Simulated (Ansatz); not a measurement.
The calculation used Ansatz, DFT r2SCAN, scalar-relativistic, plane waves, PAW. All cells share a 500 eV cutoff and Γ-centred k meshes spaced at most 0.3 Å⁻¹ (0.19 for metals, 2π included).

All energies are static (0 K, no zero-point motion). The comparison covers the computed candidates alone. For metals, differences of a few meV/atom aren't resolved. No run is spin-polarised.

Task: Which is lower for CdS, the zinc blende or the caesium chloride structure, and by how much?

Result: The zinc blende structure, by 648 meV/atom. It takes 25.4 Å³/atom against 19.4.

Task: Which is lower for CdS, the caesium chloride or the wurtzite structure, and by how much?

Result: The wurtzite structure, by 650 meV/atom. It takes 25.4 Å³/atom against 19.4.